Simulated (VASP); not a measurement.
A VASP 6.6.1 single-point calculation on LiH

INCAR

```
ISIF = 2
NBANDS = 9
IBRION = -1
ISMEAR = -1
ENCUT = 520
LASPH = .TRUE.
PREC = Single
LREAL = .FALSE.
NELM = 72
SIGMA = 0.02
LCHARG = .FALSE.
NSW = 0
EDIFF = 1E-7
LWAVE = .FALSE.
GGA = PS
```

KPOINTS

```
KPOINTS created by Atomic Simulation Environment
0
Gamma
10 10 10
0 0 0
```

POSCAR

```
Li H
 1.0000000000000000
     0.0000000000000000    1.9629349442999999    1.9629349442999999
     1.9629349442999999    0.0000000000000000    1.9629349442999999
     1.9629349442999999    1.9629349442999999    0.0000000000000000
 Li  H
   1   1
Cartesian
  0.0000000000000000  0.0000000000000000  0.0000000000000000
  1.9629349442999999  1.9629349442999999  1.9629349442999999
```

The recommended PBE PAW datasets give the neutral cell 4 valence electrons.

Command

```
mpirun -np 1 vasp_std
```

OSZICAR

```
N       E                     dE             d eps       ncg     rms          rms(c)
DAV:   1    -0.217282511162E+01   -0.21728E+01   -0.14475E+03   878   0.396E+02
DAV:   2    -0.628655473858E+01   -0.41137E+01   -0.40861E+01  1256   0.531E+01
DAV:   3    -0.634483423653E+01   -0.58279E-01   -0.58254E-01   994   0.465E+00
DAV:   4    -0.634499811484E+01   -0.16388E-03   -0.16387E-03  1169   0.277E-01
DAV:   5    -0.634499884847E+01   -0.73363E-06   -0.73363E-06   988   0.136E-02    0.273E+00
DAV:   6    -0.617374750306E+01    0.17125E+00   -0.14026E-01   954   0.115E+00    0.136E+00
DAV:   7    -0.611570505593E+01    0.58042E-01   -0.17417E-01   974   0.144E+00    0.204E-01
DAV:   8    -0.611685294394E+01   -0.11479E-02   -0.35928E-03   954   0.420E-01    0.339E-02
DAV:   9    -0.611681275357E+01    0.40190E-04   -0.10575E-04  1081   0.452E-02    0.591E-03
DAV:  10    -0.611680991425E+01    0.28393E-05   -0.44135E-06  1008   0.159E-02    0.249E-03
DAV:  11    -0.611680967975E+01    0.23451E-06   -0.12819E-07  1097   0.232E-03    0.507E-04
DAV:  12    -0.611680946292E+01    0.21682E-06   -0.34703E-09   624   0.588E-04    0.555E-04
DAV:  13    -0.611680953054E+01   -0.67622E-07   -0.85908E-09   615   0.550E-04
   1 F= -.61168095E+01 E0= -.61168095E+01  d E =-.455442E-14
```

From OUTCAR

```
k-points           NKPTS =     47   k-points in BZ     NKDIM =     47   number of bands    NBANDS=      9

   NELECT =       4.0000    total number of electrons

   dimension x,y,z NGX =    24 NGY =   24 NGZ =   24
   dimension x,y,z NGXF=    24 NGYF=   24 NGZF=   24

  energy-cutoff  :      520.00
  volume of cell :       15.13
      direct lattice vectors                 reciprocal lattice vectors
     0.000000000  1.962934944  1.962934944    -0.254720617  0.254720617  0.254720617
     1.962934944  0.000000000  1.962934944     0.254720617 -0.254720617  0.254720617
     1.962934944  1.962934944  0.000000000     0.254720617  0.254720617 -0.254720617

 k-points in reciprocal lattice and weights: KPOINTS created by Atomic Simulation Env
   0.00000000  0.00000000  0.00000000       0.001
   0.10000000  0.00000000  0.00000000       0.008
   0.20000000  0.00000000  0.00000000       0.008
   0.30000000  0.00000000  0.00000000       0.008
   0.40000000  0.00000000  0.00000000       0.008
   0.50000000  0.00000000  0.00000000       0.004
   0.10000000  0.10000000  0.00000000       0.006
   0.20000000  0.10000000  0.00000000       0.024
   ...

 E-fermi :   1.0096

 k-point     1 :       0.0000    0.0000    0.0000
  band No.  band energies     occupation
      1     -43.1968      2.00000
      2      -5.3231      2.00000
      3      17.3857      0.00000
      4      18.8173      0.00000
      5      18.8190      0.00000
      6      18.8190      0.00000
      7      23.5644      0.00000
      8      23.5646      0.00000
      9      23.5646      0.00000

 k-point     2 :       0.1000    0.0000    0.0000
  band No.  band energies     occupation
      1     -43.1907      2.00000
      2      -5.1424      2.00000
      3      15.6259      0.00000
      4      17.9211      0.00000
      5      18.3953      0.00000
      6      18.3967      0.00000
      7      22.9837      0.00000
      8      24.4565      0.00000
      9      24.4569      0.00000

 k-point     3 :       0.2000    0.0000    0.0000
  band No.  band energies     occupation
      1     -43.1749      2.00000
      2      -4.6123      2.00000
      3      12.0861      0.00000
      4      16.6496      0.00000
      5      17.7232      0.00000
      6      17.7245      0.00000
      7      23.9049      0.00000
      8      24.3127      0.00000
      9      24.3131      0.00000

 k-point     4 :       0.3000    0.0000    0.0000
  band No.  band energies     occupation
      1     -43.1554      2.00000
      2      -3.7938      2.00000
      3       8.7686      0.00000
      4      15.5489      0.00000
      5      17.3175      0.00000
      6      17.3188      0.00000
      7      22.1665      0.00000
      8      22.1666      0.00000
      9      25.5697      0.00000

 k-point     5 :       0.4000    0.0000    0.0000
  band No.  band energies     occupation
      1     -43.1398      2.00000
      2      -2.8891      2.00000
      3       6.2976      0.00000
      4      14.8242      0.00000
      5      17.2533      0.00000
      6      17.2549      0.00000
      7      20.6018      0.00000
      8      20.6019      0.00000
      9      27.5481      0.00000

 ...

  Total        0.1376752      0.1376752      0.1376752      0.0000000     -0.0000000     -0.0000000
  in kB       14.5820465     14.5820465     14.5820465      0.0000000     -0.0000000     -0.0000000
  external PRESSURE =      14.5820465 kB  Pullay stress =       0.0000000 kB

 POSITION                                       TOTAL-FORCE (eV/Angst)
 -----------------------------------------------------------------------------------
      0.00000      0.00000      0.00000         0.000000      0.000000     -0.000000
      1.96293      1.96293      1.96293         0.000000     -0.000000      0.000000
 -----------------------------------------------------------------------------------
    total drift:                               -0.000000      0.000000      0.000000

  FREE ENERGIE OF THE ION-ELECTRON SYSTEM (eV)
  ---------------------------------------------------
  free  energy   TOTEN  =        -6.1168095305 eV

  energy  without entropy=       -6.1168095305  energy(sigma->0) =       -6.11680953
```

It converged. Results: gap between bands v and c on the k mesh 2.69 eV; least direct gap on the k mesh 2.69 eV; pressure 1.5 GPa. Band v is the last that the valence electrons fill when counted band by band, and c is the next.

For comparison, a separate PBE run of the intended cell, on usual settings and not on those above, gives a gap of 2.93 eV on its mesh and a pressure of 2.2 GPa.

The run above took about 4.2 s on one core of a shared host (Intel Xeon Platinum 8488C) and held 0.11 GiB at most.
